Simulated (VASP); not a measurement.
# ZrC (P6_3/mmc) in VASP: further runs, part 2 of 2

VASP 6.6.1.

**4. Relaxation of cell and atoms, SCAN**

INCAR reads:

```
PREC = Accurate
ENCUT = 600
EDIFF = 1E-6
ISMEAR = 0
SIGMA = 0.05
LREAL = False
LASPH = True
NELM = 80
ALGO = Normal
ISIF = 3
LWAVE = False
LCHARG = False
METAGGA = SCAN
LMIXTAU = True
IBRION = 2
NSW = 40
EDIFFG = -0.005
```

KPOINTS reads:

```
Automatic mesh
0
Gamma
  9 9 5
```

POSCAR reads:

```
ZrC
1.0
    3.3914762718      0.0000000000      0.0000000000
   -1.6957381359      2.9371046077      0.0000000000
    0.0000000000      0.0000000000      5.2900530000
Zr C
2 2
Direct
    0.6666666667      0.3333333333      0.7500000000
    0.3333333333      0.6666666667      0.2500000000
    0.0000000000      0.0000000000      0.5000000000
    0.0000000000      0.0000000000      0.0000000000
```

Potentials or basis: VASP PAW PBE potentials, release 64 (Zr_sv, C).

Command:

```console
$ cat potpaw_PBE.64/Zr_sv/POTCAR potpaw_PBE.64/C/POTCAR > POTCAR
$ mpirun -np 1 vasp_std > vasp.out
```

Run time: 12 min. Hardware: 1 thread of Intel Xeon Platinum 8488C (Sapphire Rapids), shared host; peak memory 0.22 GiB.

It converged, with:

```yaml
Free_energy: -84.8030 eV
Relaxed_volume: 12.99 Å³/atom
Relaxed_cell: a = 3.355 Å, b = 3.355 Å, c = 5.330 Å, α = 90.00°, β = 90.00°, γ = 120.00°
Space_group_after_relaxing_to_0.05_Å: P6_3/mmc (No. 194)
Energy_gained_by_relaxing: 3.8 meV/atom
Ionic_steps: 9
Pressure_after_relaxing: 0.0 GPa
Band_gap_on_the_k_mesh: none (metal or under the smearing width)
```

The path:
```csv
step,energy change (eV),largest force (eV/Å),pressure (GPa),volume (Å³)
1,0.0000,0.0000,-3.16,52.69
2,0.0066,0.0000,5.75,50.74
3,-0.0112,0.0000,0.67,51.81
4,-0.0150,0.0000,0.36,51.89
5,-0.0151,0.0000,0.31,51.90
6,-0.0151,0.0000,0.30,51.90
7,-0.0150,0.0000,-0.43,52.07
8,-0.0152,0.0000,0.08,51.96
9,-0.0152,0.0000,0.02,51.97
```

Final structure:
```
Zr C
1.0
     3.35547    0.00000    0.00000
    -1.67773    2.90592    0.00000
     0.00000    0.00000    5.33013
Zr C
2 2
Cartesian
  1.6777 0.9686 3.9976
  0.0000 1.9373 1.3325
  0.0000 0.0000 2.6651
  0.0000 0.0000 0.0000
```

Levels at points of the mesh, in eV from the Fermi level:
```
           k point  band 12  band 13  band 14  band 15  band 16  band 17  band 18  band 19  band 20
(0.00, 0.00, 0.00)    -2.99    -2.99    -1.28    -1.28     1.00     1.36     1.36     1.87     1.87
```

Caveat: the PAW data sets were made with another functional, which shifts forces and pressure a little.

**5. Relaxation of cell and atoms, r2SCAN+rVV10**

INCAR reads:

```
PREC = Accurate
ENCUT = 600
EDIFF = 1E-7
ISMEAR = 0
SIGMA = 0.05
LREAL = False
LASPH = True
NELM = 60
ALGO = Normal
ISIF = 3
LWAVE = False
LCHARG = False
METAGGA = R2SCAN
LMIXTAU = True
LUSE_VDW = True
IVDW_NL = 2
BPARAM = 11.95
CPARAM = 0.0093
IBRION = 2
NSW = 40
EDIFFG = -0.01
```

KPOINTS reads:

```
regular mesh
0
Gamma
  9 9 5
```

POSCAR is that of step 4.

Command:

```console
$ cat potpaw_PBE.64/Zr_sv/POTCAR potpaw_PBE.64/C/POTCAR > POTCAR
$ mpirun -np 1 vasp_std > vasp.out
```

Run time: 20 min. Hardware: 1 thread of Intel Xeon Platinum 8488C (Sapphire Rapids), shared host; peak memory 0.33 GiB.

The run converged. Its results:

* Free energy: -68.1729 eV
* Relaxed volume: 12.99 Å³/atom
* Relaxed cell: a = 3.353 Å, b = 3.353 Å, c = 5.339 Å, α = 90.00°, β = 90.00°, γ = 120.00°
* Space group after relaxing (to 0.05 Å): P6_3/mmc (No. 194)
* Energy gained by relaxing: 4.5 meV/atom
* Ionic steps: 7
* Pressure after relaxing: 0.0 GPa
* Band gap on the k mesh: none (metal or under the smearing width)

The path:
```csv
step,energy change (eV),largest force (eV/Å),pressure (GPa),volume (Å³)
1,0.0000,0.0000,-3.15,52.69
2,0.0043,0.0000,5.79,50.74
3,-0.0130,0.0000,0.88,51.77
4,-0.0179,0.0000,0.33,51.90
5,-0.0179,0.0000,0.34,51.90
6,-0.0178,0.0000,-0.45,52.08
7,-0.0180,0.0000,0.00,51.98
```

Final structure:
```yaml
crystal:
  lattice:
    - [3.35274, 0.00000, 0.00000]
    - [-1.67637, 2.90356, 0.00000]
    - [0.00000, 0.00000, 5.33916]
  atoms:
    - { symbol: Zr, position: [0.66667, 0.33333, 0.75000] }
    - { symbol: Zr, position: [0.33333, 0.66667, 0.25000] }
    - { symbol: C, position: [0.00000, 0.00000, 0.50000] }
    - { symbol: C, position: [0.00000, 0.00000, 0.00000] }
```

Levels at points of the mesh, in eV from the Fermi level:
```
           k point  band 12  band 13  band 14  band 15  band 16  band 17  band 18  band 19  band 20
(0.00, 0.00, 0.00)    -3.00    -3.00    -1.30    -1.30     0.98     1.34     1.34     1.85     1.85
```

Caveat: the PAW data sets were made with another functional, which shifts forces and pressure a little.

**6. Relaxation of cell and atoms, r2SCAN**

INCAR reads:

```
PREC     = Accurate       # precision mode
ENCUT    = 600            # plane-wave cutoff, eV
EDIFF    = 1E-6           # SCF threshold, eV
ISMEAR   = 0              # smearing method
SIGMA    = 0.05           # smearing width, eV
LREAL    = F              # projectors in reciprocal space
LASPH    = T              # aspherical terms in the spheres
NELM     = 60             # most SCF steps
ALGO     = Normal         # electronic algorithm
ISIF     = 3              # what is computed and relaxed
LWAVE    = F              # write WAVECAR
LCHARG   = F              # write CHGCAR
METAGGA  = R2SCAN         # meta-GGA
LMIXTAU  = T            
IBRION   = 2              # ionic algorithm
NSW      = 60             # ionic steps
EDIFFG   = -0.01          # ionic threshold
```

KPOINTS is that of step 5.

POSCAR is that of step 5.

Potentials or basis: VASP PAW PBE potentials, release 64 (Zr_sv, C).

Command:

```console
$ cat potpaw_PBE.64/Zr_sv/POTCAR potpaw_PBE.64/C/POTCAR > POTCAR
$ mpirun -np 1 vasp_std > vasp.out
```

It took 11 min on 1 thread of Intel Xeon Platinum 8488C (Sapphire Rapids), shared host; peak memory 0.23 GiB.

It converged, with:

```
Free energy                            : -68.6418 eV
Relaxed volume                         : 13.05 Å³/atom
Relaxed cell                           : a = 3.357 Å, b = 3.357 Å, c = 5.349 Å, α = 90.00°, β = 90.00°, γ = 120.00°
Space group after relaxing (to 0.05 Å) : P6_3/mmc (No. 194)
Energy gained by relaxing              : 3.7 meV/atom
Ionic steps                            : 7
Pressure after relaxing                : 0.0 GPa
Band gap on the k mesh                 : none (metal or under the smearing width)
```

The path:
```
step  energy change (eV)  largest force (eV/Å)  pressure (GPa)  volume (Å³)
   1              0.0000                0.0000           -2.13        52.69
   2             -0.0043                0.0000            3.82        51.36
   3             -0.0103                0.0000            1.23        51.92
   4             -0.0142                0.0000            0.14        52.18
   5             -0.0146                0.0000            0.38        52.12
   6             -0.0145                0.0000           -0.45        52.31
   7             -0.0147                0.0000            0.00        52.21
```

Final structure:
```xyz
4
Lattice="3.3573 0.0000 0.0000 -1.6787 2.9075 0.0000 0.0000 0.0000 5.3487" Properties=species:S:1:pos:R:3 pbc="T T T"
Zr    1.6787    0.9692    4.0115
Zr    0.0000    1.9383    1.3372
C     0.0000    0.0000    2.6744
C     0.0000    0.0000    0.0000
```

Levels at points of the mesh, in eV from the Fermi level:
```csv
k point,band 14,band 15,band 16,band 17,band 18,band 19
"(0.00, 0.00, 0.00)",-1.31,-1.31,0.97,1.32,1.32,1.83
```

Caveat: the PAW data sets were made with another functional, which shifts forces and pressure a little.

**7. The runs side by side**

```tsv
task	level	potentials or basis	cell	k mesh	cutoff (eV)	smearing	mesh quality	gap on the mesh (eV)	pressure (GPa)	relaxed volume (Å³/atom)
single point	PBE	VASP PAW PBE potentials, release 64 (Zr_sv_GW, C_GW)	as given	5 × 5 × 3	450	gaussian 0.02 eV	coarse	none	-	-
relaxation of cell and atoms	SCAN	VASP PAW PBE potentials, release 64 (Zr_sv, C)	relaxed	9 × 9 × 5	600	gaussian 0.05 eV	not flagged	none	0.0	12.99
relaxation of cell and atoms	r2SCAN+rVV10	VASP PAW PBE potentials, release 64 (Zr_sv, C)	relaxed	9 × 9 × 5	600	gaussian 0.05 eV	not flagged	none	0.0	12.99
relaxation of cell and atoms	r2SCAN	VASP PAW PBE potentials, release 64 (Zr_sv, C)	relaxed	9 × 9 × 5	600	gaussian 0.05 eV	not flagged	none	0.0	13.05
```

Alike in all rows: no spin polarisation.

Caveats: some runs use coarse meshes; the PAW data sets were made with another functional, which shifts forces and pressure a little (some runs); the cutoff is under 1.25 times the usual one of these potentials, so pressure, stress and relaxed cells hold a basis-set (Pulay) error (some runs).

Absolute energies hang on the potentials; compare differences alone.
